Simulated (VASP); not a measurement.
# CO2 (Cmce) in VASP: relaxation of cell and atoms with LDA

Aim: the relaxation of cell and atoms of CO2 with LDA.

Program: VASP 6.6.1. These are calculated values, not measurements. Logs are shortened: lines on timing, memory, paths and dates and some standing lists are left out, and cuts for length are marked.

### 1 Starting point

The structure is orthorhombic, space group Cmce (No. 64). The conventional cell has a = 5.272 Å, b = 4.775 Å, c = 6.587 Å, α = 90.00°, β = 90.00°, γ = 90.00°. O (site symmetry m) is surrounded by 1 C at 1.17 Å. C (site symmetry 2/m) is surrounded by 2 O at 1.17 Å.

The cell comes from a database or a generator and needn't be the stable form of this composition.

### 2 Relaxation of cell and atoms, LDA

The input, INCAR:

```
SYSTEM = CO2
ALGO = Normal
EDIFF = 1E-7
EDIFFG = -0.01
ENCUT = 600
IBRION = 2
ISIF = 3
ISMEAR = 0
KPAR = 2
LASPH = .TRUE.
LCHARG = .FALSE.
LREAL = .FALSE.
LWAVE = .FALSE.
NELM = 60
NSW = 40
PREC = Accurate
SIGMA = 0.02
```

The input, KPOINTS:

```
k-points
0
G
  8 8 4
  0 0 0
```

The input, POSCAR:

```
CO2
1.0
    2.6359112300     -2.3873781200      0.0000000000
    2.6359112300      2.3873781200      0.0000000000
    0.0000000000      0.0000000000      6.5871749100
O C
4 2
Direct
    0.3065085700      0.6934914300      0.6081566100
    0.6934914300      0.3065085700      0.3918433900
    0.1934914300      0.8065085700      0.1081566100
    0.8065085700      0.1934914300      0.8918433900
    0.5000000000      0.5000000000      0.5000000000
    0.0000000000      0.0000000000      0.0000000000
```

Potentials or basis: VASP PAW LDA potentials, release 64 (O, C).

Run with:

```bash
cat potpaw_LDA.64/O/POTCAR potpaw_LDA.64/C/POTCAR > POTCAR
mpirun -np 2 vasp_std > vasp.out
```

OUTCAR:

```text
SYSTEM = CO2
   EDIFF = 1E-7
   EDIFFG = -0.01
   ENCUT = 600
   IBRION = 2
   ISIF = 3
   ISMEAR = 0
   LASPH = .TRUE.
   LREAL = .FALSE.
   NELM = 60
   NSW = 40
   PREC = Accurate

 ion  position               nearest neighbor table
   1  0.307  0.693  0.608-   5 1.17
   2  0.693  0.307  0.392-   5 1.17
   3  0.193  0.807  0.108-   6 1.17
   4  0.807  0.193  0.892-   6 1.17
   5  0.500  0.500  0.500-   1 1.17   2 1.17
   6  0.000  0.000  0.000-   3 1.17   4 1.17

  LATTYP: Found a base centered orthorhombic cell.
 ALAT       =     4.7747562400
 B/A-ratio  =     1.1041029521
 C/A-ratio  =     1.3795834968

  Lattice vectors:

 A1 = (  -2.6359112300,  -2.3873781200,   0.0000000000)
 A2 = (   2.6359112300,  -2.3873781200,   0.0000000000)
 A3 = (   0.0000000000,   0.0000000000,   6.5871749100)

Analysis of symmetry for initial positions (statically):
=====================================================================
 Subroutine PRICEL returns:
 Original cell was already a primitive cell.

 Routine SETGRP: Setting up the symmetry group for a
 base centered orthorhombic supercell.

 Subroutine GETGRP returns: Found  8 space group operations
 (whereof  4 operations were pure point group operations)
 out of a pool of  8 trial point group operations.

The static configuration has the point symmetry C_2h.
 The point group associated with its full space group is D_2h.

Analysis of symmetry for dynamics (positions and initial velocities):
=====================================================================
 Subroutine PRICEL returns:
 Original cell was already a primitive cell.

 Routine SETGRP: Setting up the symmetry group for a
 base centered orthorhombic supercell.

 Subroutine GETGRP returns: Found  8 space group operations
 (whereof  4 operations were pure point group operations)
 out of a pool of  8 trial point group operations.

The dynamic configuration has the point symmetry C_2h.
 The point group associated with its full space group is D_2h.

 Subroutine INISYM returns: Found  8 space group operations
 (whereof  4 operations are pure point group operations),
 and found     1 'primitive' translations

----------------------------------------------------------------------------------------

                                     Primitive cell

  volume of cell :      82.9051

  direct lattice vectors                    reciprocal lattice vectors
     2.635911230 -2.387378120  0.000000000     0.189687723 -0.209434775  0.000000000
     2.635911230  2.387378120  0.000000000     0.189687723  0.209434775  0.000000000
     0.000000000  0.000000000  6.587174910     0.000000000  0.000000000  0.151810148

  length of vectors
     3.556346763  3.556346763  6.587174910     0.282567439  0.282567439  0.151810148

  position of ions in fractional coordinates (direct lattice)
     0.306508570  0.693491430  0.608156610
     0.693491430  0.306508570  0.391843390
     0.193491430  0.806508570  0.108156610
     0.806508570  0.193491430  0.891843390
     0.500000000  0.500000000  0.500000000
     0.000000000  0.000000000  0.000000000

  ion indices of the primitive-cell ions
   primitive index   ion index
                 1           1
                 2           2
                 3           3
                 4           4
                 5           5
                 6           6

----------------------------------------------------------------------------------------

 KPOINTS: k-points

Automatic generation of k-mesh.
 Grid dimensions read from file:
 generate k-points for:    8    8    4

 Generating k-lattice:

  Cartesian coordinates                     Fractional coordinates (reciprocal lattice)
     0.023710965 -0.026179347  0.000000000     0.125000000  0.000000000  0.000000000
     0.023710965  0.026179347  0.000000000     0.000000000  0.125000000  0.000000000
     0.000000000  0.000000000  0.037952537     0.000000000  0.000000000  0.250000000

  Length of vectors
     0.035320930  0.035320930  0.037952537

  Shift w.r.t. Gamma in fractional coordinates (k-lattice)
     0.000000000  0.000000000  0.000000000

 Subroutine IBZKPT returns following result:
 ===========================================

 Found     63 irreducible k-points:

 Following reciprocal coordinates:
            Coordinates               Weight
  0.000000  0.000000  0.000000      1.000000
  0.125000  0.000000  0.000000      4.000000
  0.250000  0.000000  0.000000      4.000000
  0.375000 -0.000000  0.000000      4.000000
  0.500000  0.000000  0.000000      2.000000
  0.125000  0.125000  0.000000      2.000000
[... 16 lines left out ...]
  0.125000  0.000000  0.250000      8.000000
  0.250000  0.000000  0.250000      8.000000
 [... further k-points ...]
   k-points           NKPTS =     63   k-points in BZ     NKDIM =     63   number of bands    NBANDS=     20
   number of dos      NEDOS =    301   number of ions     NIONS =      6
   total plane-waves  NPLWV =  42336
   dimension x,y,z NGX =    28 NGY =   28 NGZ =   54
   dimension x,y,z NGXF=    56 NGYF=   56 NGZF=  108
   ions per type =               4   2
   NGX,Y,Z   is equivalent  to a cutoff of  13.09, 13.09, 13.63 a.u.
   NGXF,Y,Z  is equivalent  to a cutoff of  26.18, 26.18, 27.26 a.u.
 SYSTEM =  CO2
   PREC   = accura    normal or accurate (medium, high low for compatibility)
   ISTART =      0    job   : 0-new  1-cont  2-samecut
   ICHARG =      2    charge: 1-file 2-atom 10-const
   ISPIN  =      1    spin polarized calculation?
   LNONCOLLINEAR =      F non collinear calculations
   LSORBIT =      F    spin-orbit coupling
   LASPH  =      T    aspherical Exc in radial PAW
   ENCUT  =  600.0 eV  44.10 Ry    6.64 a.u.   7.10  7.10 13.16*2*pi/ulx,y,z
   NELM   =     60;   NELMIN=  2; NELMDL= -5     # of ELM steps
   EDIFF  = 0.1E-06   stopping-criterion for ELM
   LREAL  =      F    real-space projection
   EDIFFG = -.1E-01   stopping-criterion for IOM
   NSW    =     40    number of steps for IOM
   IBRION =      2    ionic relax: 0-MD 1-quasi-New 2-CG
   NFREE  =      1    steps in history (QN), initial steepest desc. (CG)
   ISIF   =      3    stress and relaxation
   ISYM   =      2    0-nonsym 1-usesym 2-fastsym
   POTIM  = 0.5000    time-step for ionic-motion
   TEBEG  =    0.0;   TEEND  =   0.0 temperature during run
   PSTRESS=    0.0 pullay stress
   NELECT =      32.0000    total number of electrons
   NUPDOWN=      -1.0000    fix difference up-down
   EMIN   =  10.00;   EMAX   =-10.00  energy-range for DOS
   EFERMI =   0.00;   METHOD = LEGACY
   ISMEAR =     0;   SIGMA  =   0.02  broadening in eV -4-tet -1-fermi 0-gaus
   EFERMI_NEDOS =   21; number of points for ismear=-14 and -15
   IALGO  =     38    algorithm
   IMIX   =      4    mixing-type and parameters
     AMIX     =   0.40;   BMIX     =  1.00
     AMIX_MAG =   1.60;   BMIX_MAG =  1.00
  volume/ion in A,a.u.               =      13.82        93.25
  Fermi-wavevector in a.u.,A,eV,Ry     =   1.191968  2.252492 19.330976  1.420787
  Thomas-Fermi vector in A             =   2.328017
   LORBIT       =      0    0 simple, 1 ext, 2 COOP (PROOUT), +10 PAW based schemes
   GGA     = CA    functional components
   LHFCALC =     F    Hartree Fock is set to
   AEXX    =    0.0000 exact exchange contribution
   IVDW    =     0    specifies the selected vdW correction
   LEPSILON=     F    determine dielectric tensor
   LRPA    =     F    only Hartree local field effects (RPA)
 conjugate gradient relaxation of ions
 non-spin polarized calculation
 Gauss-broadening in eV      SIGMA  =   0.02
  energy-cutoff  :      600.00
  volume of cell :       82.91
 maximum number of plane-waves:      2800
   NGX = 15   NGY = 15   NGZ = 27

--------------------------------------- Ionic step        1  -------------------------------------------

 number of electron      32.0000011 magnetization

 Free energy of the ion-electron system (eV)
  ---------------------------------------------------
  ext. energy  EPLUGINS =         0.00000000
  ---------------------------------------------------
  free energy    TOTEN  =       -49.75354125 eV

  energy without entropy =      -49.75354125  energy(sigma->0) =      -49.75354125

------------------------ aborting loop because EDIFF is reached ----------------------------------------

  FORCE on cell =-STRESS in cart. coord.  units (eV):
  Direction    XX          YY          ZZ          XY          YZ          ZX
  --------------------------------------------------------------------------------------
  -------------------------------------------------------------------------------------
  Total       -0.7583180     -0.2626015     -0.6474699      0.0000000      0.0000000      0.0000000
  in kB      -14.6548300     -5.0748889    -12.5126409      0.0000000      0.0000000      0.0000000
  external PRESSURE =     -10.7474532 kB  Pullay stress =       0.0000000 kB
[... 101 lines left out ...]
  FREE ENERGIE OF THE ION-ELECTRON SYSTEM (eV)
  ---------------------------------------------------
  free  energy   TOTEN  =       -49.7651101858 eV

  energy  without entropy=      -49.7651101858  energy(sigma->0) =      -49.76511019

[... ionic steps 4 to 36 ...]

--------------------------------------- Ionic step       37  -------------------------------------------

 number of electron      32.0000001 magnetization

------------------------ aborting loop because EDIFF is reached ----------------------------------------
[... 75 lines left out ...]
--------------------------------------- Ionic step       39  -------------------------------------------

 number of electron      32.0000001 magnetization

 Free energy of the ion-electron system (eV)
  ---------------------------------------------------
  ext. energy  EPLUGINS =         0.00000000
  ---------------------------------------------------
  free energy    TOTEN  =       -49.82759249 eV

  energy without entropy =      -49.82759249  energy(sigma->0) =      -49.82759249

 E-fermi :  -2.1678     XC(G=0):  -9.5983

 val. band max:       -2.2500481492   @ k =   0.5000   0.5000   0.0000
 cond. band min:       4.1725850761   @ k =   0.0000   0.0000   0.0000
 fundamental gap:      6.4226332253
 Fermi energy:        -2.1677544214

 k-point     1 :       0.0000    0.0000    0.0000
  band No.  band energies     occupation
      1     -23.2006      2.00000
      2     -22.8821      2.00000
      3     -21.8934      2.00000
      4     -21.7671      2.00000
      5      -7.9281      2.00000
      6      -7.5447      2.00000
[... 541 lines left out ...]
     19       5.2981      0.00000
     20       5.6631      0.00000

 [... further k-points ...]

------------------------ aborting loop because EDIFF is reached ----------------------------------------

  FORCE on cell =-STRESS in cart. coord.  units (eV):
  Direction    XX          YY          ZZ          XY          YZ          ZX
  --------------------------------------------------------------------------------------
  -------------------------------------------------------------------------------------
  Total       -0.0523033      0.0184735      0.0011704      0.0000000     -0.0000000      0.0000000
  in kB       -1.1697593      0.4131577      0.0261751      0.0000000     -0.0000000      0.0000000
  external PRESSURE =      -0.2434755 kB  Pullay stress =       0.0000000 kB
[... 21 lines left out ...]
  FREE ENERGIE OF THE ION-ELECTRON SYSTEM (eV)
  ---------------------------------------------------
  free  energy   TOTEN  =       -49.8275924946 eV

  energy  without entropy=      -49.8275924946  energy(sigma->0) =      -49.82759249

 reached required accuracy - stopping structural energy minimisation
```

Run time: 7.1 min. Hardware: 2 MPI ranks of Intel Xeon Platinum 8559C (Emerald Rapids), shared host; peak memory 0.21 GiB.

What came out:

- Free energy: -49.8276 eV
- Relaxed volume: 11.94 Å³/atom
- Relaxed cell: a = 3.422 Å, b = 3.422 Å, c = 6.151 Å, α = 90.00°, β = 90.00°, γ = 84.11°
- Space group after relaxing (to 0.05 Å): Cmce (No. 64)
- Energy gained by relaxing: 12.3 meV/atom
- Ionic steps: 39
- Pressure after relaxing: 0.0 GPa
- Largest force after relaxing: 0.008 eV/Å
- Band gap on the k mesh: 6.42 eV, indirect (least direct gap 7.16 eV)

Forces in eV/Å, atoms in the order of the input:
```
O    0.000  0.008 -0.002
O    0.000 -0.008  0.002
O    0.000 -0.008 -0.002
O    0.000  0.008  0.002
C    0.000  0.000  0.000
C    0.000  0.000  0.000
```

Step by step:
```
step  energy change (eV)  largest force (eV/Å)  pressure (GPa)  volume (Å³)
   1              0.0000                0.1674           -1.07        82.91
   2             -0.0097                0.2898           -2.38        81.80
   3             -0.0116                0.5764           -3.22        81.09
   4             -0.0130                0.5718           -3.19        80.95
   5             -0.0172                0.5569           -3.13        80.52
   6             -0.0253                0.5265           -2.99        79.67
   7             -0.0399                0.4637           -2.66        77.99
   8             -0.0621                0.3284           -1.81        74.69
   9             -0.0628                0.0216            0.85        68.38
  10             -0.0713                0.1618           -0.64        71.71
  11             -0.0714                0.1472           -0.51        71.39
  12             -0.0719                0.0277            0.02        71.64
  13             -0.0719                0.0091           -0.04        71.61
  14             -0.0719                0.0094           -0.04        71.60
  15             -0.0720                0.0113           -0.02        71.56
  16             -0.0722                0.0148            0.01        71.47
  17             -0.0726                0.0221            0.08        71.31
  18             -0.0729                0.0377            0.22        70.99
  19             -0.0730                0.0351           -0.01        70.99
  20             -0.0730                0.0246            0.03        70.99
  21             -0.0730                0.0284            0.02        70.99
  22             -0.0732                0.0408           -0.03        71.01
  23             -0.0734                0.0660           -0.12        71.04
  24             -0.0734                0.0361           -0.01        71.04
  25             -0.0735                0.0196            0.15        71.03
  26             -0.0735                0.0203            0.15        71.04
  27             -0.0736                0.0225            0.15        71.07
  28             -0.0736                0.0274            0.16        71.13
  29             -0.0737                0.0381            0.18        71.25
  30             -0.0738                0.0258           -0.03        71.31
  31             -0.0738                0.0219            0.00        71.30
  32             -0.0738                0.0215           -0.01        71.31
  33             -0.0738                0.0208           -0.02        71.35
  34             -0.0739                0.0195           -0.04        71.42
  35             -0.0740                0.0182           -0.08        71.56
  36             -0.0740                0.0232           -0.17        71.84
  37             -0.0740                0.0190           -0.10        71.65
  38             -0.0737                0.1502            0.48        71.59
  39             -0.0741                0.0079           -0.02        71.64
```

Final structure:
```
O C
1.0
     2.54066   -2.29188    0.00000
     2.54066    2.29188    0.00000
     0.00000    0.00000    6.15142
O C
4 2
Direct
  0.29316 0.70684 0.61059
  0.70684 0.29316 0.38941
  0.20684 0.79316 0.11059
  0.79316 0.20684 0.88941
  0.50000 0.50000 0.50000
  0.00000 0.00000 0.00000
```

Levels at points of the mesh, in eV from the valence-band top:
```
           k point  band 14  band 15  band 16  band 17  band 18  band 19
(0.00, 0.00, 0.00)    -1.38    -0.84    -0.74     6.42     6.43     7.24
(0.50, 0.00, 0.00)    -0.96    -0.38    -0.38     7.10     7.10     8.34
(0.50, 0.50, 0.00)    -0.93    -0.45     0.00     7.39     8.77     8.82
(0.00, 0.00, 0.50)    -1.11    -1.04    -1.04     6.89     6.89     7.59
(0.50, 0.00, 0.50)    -1.07    -0.35    -0.35     7.22     7.22     8.42
(0.50, 0.50, 0.50)    -1.00    -0.43    -0.43     8.16     8.16     8.78
```

Caveat: the standard files for N, O and F lose accuracy on very short bonds. A k mesh can miss the band edges.

### 3 For comparison

An earlier run on the cell as given: functional PBEsol; potentials or basis VASP PAW PBE potentials, release 64 (O, C); cutoff 520 eV; k mesh 8 × 8 × 4; occupations fermi-dirac, width 0.05 eV; no spin polarisation.

* Pressure: 2.8 GPa
* Largest force: 0.665 eV/Å
* Band gap on the k mesh: 6.52 eV, indirect (least direct gap 7.09 eV)
